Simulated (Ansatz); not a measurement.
PbS (Galena):

```
CELL_PARAMETERS angstrom
0.00000 2.96575 2.96575
2.96575 0.00000 2.96575
2.96575 2.96575 0.00000
ATOMIC_POSITIONS crystal
Pb 0.00000 0.00000 0.00000
S 0.50000 0.50000 0.50000
```

```yaml
Program: Ansatz 0.2.0
Task: relaxation of cell and atoms
Functional: RPBE
Potentials_or_basis: all-electron LAPW, scalar-relativistic
Basis_error_allowed: 0.001 eV/atom
k_mesh: 8 × 8 × 8
Occupations: fermi-dirac, width 0.05 eV
Spin: no spin polarisation
```

At the start: volume 26.09 Å³/atom.

Q: Where does the relaxation end?

A: Over 5 steps the energy falls by 25.1 meV/atom and the volume is 28.13 Å³/atom (+7.8 %); space group Fm-3m (No. 225, to 0.05 Å).

Step by step:
| step | energy change (eV) | largest force (eV/Å) | volume (Å³) |
| --- | --- | --- | --- |
| 1 | 0.0000 | 0.0000 | 52.17 |
| 2 | -0.0389 | 0.0000 | 58.42 |
| 3 | -0.0501 | 0.0000 | 56.53 |
| 4 | -0.0502 | 0.0000 | 56.25 |
| 5 | -0.0502 | 0.0000 | 56.25 |

Final structure:
```
Pb S
1.0
     0.00000    3.04115    3.04115
     3.04115    0.00000    3.04115
     3.04115    3.04115    0.00000
Pb S
1 1
Direct
  0.00000 0.00000 0.00000
  0.50000 0.50000 0.50000
```
